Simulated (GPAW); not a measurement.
# GaP (F-43m) in GPAW: settings compared, part 2 of 2

GPAW 26.7.0. The steps go on from the part before.

### 4 Equation of state, vdW-DF

The input, run.py:

```python
from ase import Atoms
from ase.eos import EquationOfState
from ase.io import Trajectory
from ase.units import GPa
from gpaw import GPAW, PW

atoms = Atoms(['Ga', 'P'],
              cell=[[0.0, 2.72525, 2.72525],
                    [2.72525, 0.0, 2.72525],
                    [2.72525, 2.72525, 0.0]],
              scaled_positions=[[0.0, 0.0, 0.0],
                                [0.75, 0.75, 0.75]],
              pbc=True)

traj = Trajectory('eos.traj', 'w')
volumes, energies = [], []
for x in [0.94, 0.96, 0.98, 1.0, 1.02, 1.04, 1.06]:
    a = atoms.copy()
    a.set_cell(atoms.cell * x**(1 / 3), scale_atoms=True)
    calc = GPAW(mode=PW(600),
                xc={'name': 'vdW-DF', 'backend': 'libvdwxc'},
                kpts={'size': (8, 8, 8), 'gamma': True},
                occupations={'name': 'fermi-dirac', 'width': 0.05},
                nbands=11,
                convergence={'density': 1e-05, 'energy': 1e-05},
                maxiter=150,
                txt=f'eos-{x:.2f}.txt')
    a.calc = calc
    energies.append(a.get_potential_energy(force_consistent=True))
    volumes.append(a.get_volume())
    calc.write(f'eos-{x:.2f}.gpw')
    traj.write(a)
    print(f'{x:.2f} {volumes[-1]:10.4f} A^3 {energies[-1]:14.6f} eV', flush=True)

v0, e0, B = EquationOfState(volumes, energies, eos='birchmurnaghan').fit()
print(f'V0 = {v0:.4f} A^3, E0 = {e0:.6f} eV, B0 = {B / GPa:.2f} GPa')
```

Potentials or basis: GPAW PAW data sets (gpaw-data 1.2.1), pw.

Command:

```
OMP_NUM_THREADS=1 python run.py
```

Log:

```text
__  _  _
 | _ |_)|_||  |
 |__||  | ||/\| - 26.7.0

Input parameters:
  mode=PW(ecut=600.0),
  convergence={'density': 1e-05, 'energy': 1e-05},
  kpts=MonkhorstPack(size=(8, 8, 8), gamma=True),
  maxiter=150,
  nbands=11,
  occupations=Occupations(name='fermi-dirac', width=0.05),
  xc=XC(name='vdW-DF', backend='libvdwxc')

Diagonalizing LCAO Hamiltonian
Converting LCAO to pw mode

                    P

       Ga

Atoms  # Å, Bohr magnetons
|   | symbol |        x |        y |        z |    initial magnetic moments |
|---|--------|----------|----------|----------|-----------------------------|
| 0 |     Ga | 0.000000 | 0.000000 | 0.000000 | ( 0.0000,  0.0000,  0.0000) |
| 1 |      P | 4.032627 | 4.032627 | 4.032627 | ( 0.0000,  0.0000,  0.0000) |

Unit cell  # Å
| periodic |        x |        y |        z |  lengths |    angles |
[... 171 lines left out ...]
|iter:   1| |  -57.451721 | -0.23 |       |
|iter:   2| |  -57.408483 | -2.35 | -0.81 |
|iter:   3| |  -57.231865 | -1.71 | -0.85 |
|iter:   4| |  -57.235010 | -3.38 | -1.48 |
|iter:   5| |  -57.235710 | -4.25 | -1.96 |
|iter:   6| |  -57.235763 | -5.34 | -2.78 |
|iter:   7| |  -57.235765c| -6.84 | -3.62 |
|iter:   8| |  -57.235766c| -7.88c| -4.06 |
|iter:   9| |  -57.235766c| -8.49c| -5.33c|

Converged in 9 steps
Energy contributions relative to reference atoms: (reference = -62194.484879)

Energy contributions:
  Kinetic:          34.778978
  Coulomb:         -30.301941
  Zero:             -0.005129
  External:          0.000000
  Xc:              -61.707673
  Entropy:          -0.000000
  Spinorbit:         0.000000
  ----------------------------
  Free energy:     -57.235766
  Extrapolated:    -57.235766

dipole moment: (-10.618080, -10.618080, -10.618080)  # |e|*Ang

Fermi level: 6.284
Eigenvalues  # (at kpt = [0.000, 0.000, 0.000])
| band index |      eig [eV] | occ [0-2] |
|------------|---------------|-----------|
|          0 |        -7.282 |     2.000 |
|          1 |         5.427 |     2.000 |
|          2 |         5.427 |     2.000 |
|          3 |         5.427 |     2.000 |
|          4 |         7.766 |     0.000 |
|          5 |         9.439 |     0.000 |
|          6 |         9.439 |     0.000 |
|          7 |         9.439 |     0.000 |
|          8 |        14.813 |     0.000 |
|          9 |        15.227 |     0.000 |
|         10 |        15.227 |     0.000 |

Gap: 1.770 eV
Transition (v -> c):
  (s=0, k=0, n=3, [0.00, 0.00, 0.00]) -> (s=0, k=12, n=4, [0.38, 0.38, 0.00])
Direct/indirect transitions are different
Direct gap: 2.340 eV
Transition at: (s=0, k=0, n=3, [0.00, 0.00, 0.00])
# Writing to eos-0.96.gpw (mode='')
```

eos-0.94.txt:

```text
SCF iterations
|iter     | |      energy | eigst |  dens |
|---------|-|-------------|-------|-------|
|iter:   1| |  -57.386096 | -0.22 |       |
|iter:   2| |  -57.342415 | -2.34 | -0.81 |
|iter:   3| |  -57.160075 | -1.69 | -0.84 |
|iter:   4| |  -57.163164 | -3.35 | -1.48 |
[... 32 lines left out ...]
|          5 |         9.669 |     0.000 |
|          6 |         9.669 |     0.000 |
|          7 |         9.669 |     0.000 |
|          8 |        15.153 |     0.000 |
|          9 |        15.487 |     0.000 |
|         10 |        15.487 |     0.000 |

Gap: 1.726 eV
Transition (v -> c):
  (s=0, k=0, n=3, [0.00, 0.00, 0.00]) -> (s=0, k=24, n=4, [0.50, 0.50, 0.00])
Direct/indirect transitions are different
Direct gap: 2.527 eV
Transition at: (s=0, k=0, n=3, [0.00, 0.00, 0.00])
# Writing to eos-0.94.gpw (mode='')
```

It took 51 s on 1 thread of AMD EPYC 7R43 (Zen 3), shared host; peak memory 0.28 GiB.

What came out:

```yaml
Equilibrium_volume: "22.20 Å³/atom (rough: see the caveat)"
Bulk_modulus: 73 GPa (rough)
```

Energy against volume, from the lowest point:
```
volume (Å³/atom)  energy (meV/atom)
          19.026             129.24
          19.431              93.33
          19.836              63.91
          20.240              40.36
          20.645              22.21
          21.050               8.92
          21.455               0.00
```

Caveat: the data sets keep Ga 3d, Li 1s and Be 1s frozen, and some such compounds lay over 1.5 % in volume off other programs; the minimum lies outside the volumes run; the PAW data sets were made with another functional, which shifts forces and pressure a little.

### 5 Equation of state, PBE

Changes to run.py since step 4:

```diff
@@ -1,14 +1,7 @@
-from ase import Atoms
 from ase.eos import EquationOfState
-from ase.io import Trajectory
+from ase.io import Trajectory, read
 from ase.units import GPa
-from gpaw import GPAW, PW
+from gpaw import GPAW
 
-atoms = Atoms(['Ga', 'P'],
-              cell=[[0.0, 2.72525, 2.72525],
-                    [2.72525, 0.0, 2.72525],
-                    [2.72525, 2.72525, 0.0]],
-              scaled_positions=[[0.0, 0.0, 0.0],
-                                [0.75, 0.75, 0.75]],
-              pbc=True)
+atoms = read('GaP.xyz')
 
@@ -19,4 +12,5 @@
     a.set_cell(atoms.cell * x**(1 / 3), scale_atoms=True)
-    calc = GPAW(mode=PW(600),
-                xc={'name': 'vdW-DF', 'backend': 'libvdwxc'},
+    calc = GPAW(mode='fd',
+                h=0.16,
+                xc='PBE',
                 kpts={'size': (8, 8, 8), 'gamma': True},
```

The input, GaP.xyz:

```xyz
2
Lattice="0.0000000000 2.7252500000 2.7252500000 2.7252500000 0.0000000000 2.7252500000 2.7252500000 2.7252500000 0.0000000000" Properties=species:S:1:pos:R:3 pbc="T T T"
Ga     0.0000000000      0.0000000000      0.0000000000
P      4.0878750000      4.0878750000      4.0878750000
```

Potentials or basis: GPAW PAW data sets (gpaw-data 1.2.1), fd.

Command:

```
OMP_NUM_THREADS=1 python run.py
```

Run time: 1.8 min. Hardware: 1 thread of Intel Xeon Platinum 8488C (Sapphire Rapids), shared host; peak memory 0.43 GiB.

The run converged. Its results:

| Property | Result |
| --- | --- |
| Equilibrium volume | 21.27 Å³/atom |
| Bulk modulus | 81 GPa |
| Pressure derivative of the bulk modulus | 4.4 |

Energy against volume, from the lowest point:
```tsv
volume (Å³/atom)	energy (meV/atom)
19.026	73.01
19.431	47.13
19.836	27.49
20.240	13.48
20.645	4.58
21.050	0.25
21.455	0.00
```

Caveat: the data sets keep Ga 3d, Li 1s and Be 1s frozen, and some such compounds lay over 1.5 % in volume off other programs.

### 6 Overview

```csv
task,level,potentials or basis,cutoff (eV),band path,band points,data set,grid spacing,gap on the mesh (eV)
band structure,PBE,"GPAW PAW data sets (gpaw-data 1.2.1), lcao:dzp",-,"GXWKGLUWLK,UX",80,-,0.2 Å,1.72
band structure,LDA,"JTH PAW 2.0, LDA, pw",600,"GXWKGLUWLK,UX",60,"Ga jth, P jth",-,1.50
equation of state,vdW-DF,"GPAW PAW data sets (gpaw-data 1.2.1), pw",600,-,-,-,-,-
equation of state,PBE,"GPAW PAW data sets (gpaw-data 1.2.1), fd",-,-,-,-,0.16 Å,-
```

Alike in all rows: no spin polarisation; cell as given; k mesh 8 × 8 × 8; smearing fermi-dirac 0.05 eV.

Caveats: the data sets keep Ga 3d, Li 1s and Be 1s frozen, and some such compounds lay over 1.5 % in volume off other programs (some runs); the basis of atomic orbitals isn't converged, which shifts pressures, moduli and gaps (some runs); the program truncates these outside data sets (some runs); the minimum lies outside the volumes run (some runs); the PAW data sets were made with another functional, which shifts forces and pressure a little (some runs).

Absolute energies hang on the potentials; compare differences alone.

### 7 Comparison with measurements

Step 2. Measured gap of GaP: 2.34 eV (indirect; 10 K; quoted in “Stacking defects in GaP nanowires: Electronic structure and optical properties”, 2018, arxiv:1810.01194). This calculation gives 1.68 eV (-0.66 eV). Spin-orbit coupling on Ga is left out. The value is that of PBE in an atomic basis (GPAW PAW data sets (gpaw-data 1.2.1), lcao:dzp), whose error adds to the functional's,, without temperature or zero-point motion. Semilocal functionals fall short of measured gaps as a rule.

Step 3. A measured gap of GaP is 2.34 eV (indirect; 10 K; quoted in “Stacking defects in GaP nanowires: Electronic structure and optical properties”, 2018, arxiv:1810.01194); the calculated 1.45 eV misses it by -0.89 eV. Spin-orbit coupling on Ga is left out. The value is that of LDA, without temperature or zero-point motion. Semilocal functionals fall short of measured gaps as a rule.

Step 5. Against the measured bulk modulus of GaP, 87.5 GPa (“Phosphorous dimerization in GaP at high pressure”, 2017, arxiv:1709.06667), the calculated 81 GPa is off by -7.7 %. The fit is for a static lattice scaled at fixed shape and fixed fractional positions.
